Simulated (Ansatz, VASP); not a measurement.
**InO in VASP and in Ansatz**

```xyz
4
Lattice="3.4765 0.0000 0.0000 -1.7382 3.0107 0.0000 0.0000 0.0000 15.9822" Properties=species:S:1:pos:R:3 pbc="T T T"
In    1.7382    1.0036    6.5524
In    1.7382    1.0036    9.4299
O     0.0000    0.0000    5.7557
O     0.0000    0.0000   10.2265
```

Change from the starting cell: volume scaled by 1.02.

Alike in both runs: task single point; functional PBE; k mesh 9 × 9 × 2; occupations fermi-dirac, width 0.05 eV; no spin polarisation.

|  | VASP | Ansatz |
| --- | --- | --- |
| version | VASP 6.6.1 | Ansatz 0.2.0 |
| potentials or method | VASP PAW PBE potentials, release 64 (In_d, O), cutoff 520 eV | all-electron LAPW, scalar-relativistic |

Ansatz gave:

* gap on the k mesh at the Fermi level (eV): 0.36
* least direct gap on the mesh (eV): 1.04
* rms of the force components (eV/Å): 0.094

Question: Estimate VASP's values.

Answer: gap on the k mesh at the Fermi level (eV): 0.34; least direct gap on the mesh (eV): 1.03; rms of the force components (eV/Å): 0.078.

Atom by atom the forces differ by 0.016 eV/Å (rms over components). Ansatz ran all-electron here, so the differences hold the error of VASP's frozen core and of both bases.

Caveats: spin-orbit coupling is left out, which moves the levels of the heavy elements.
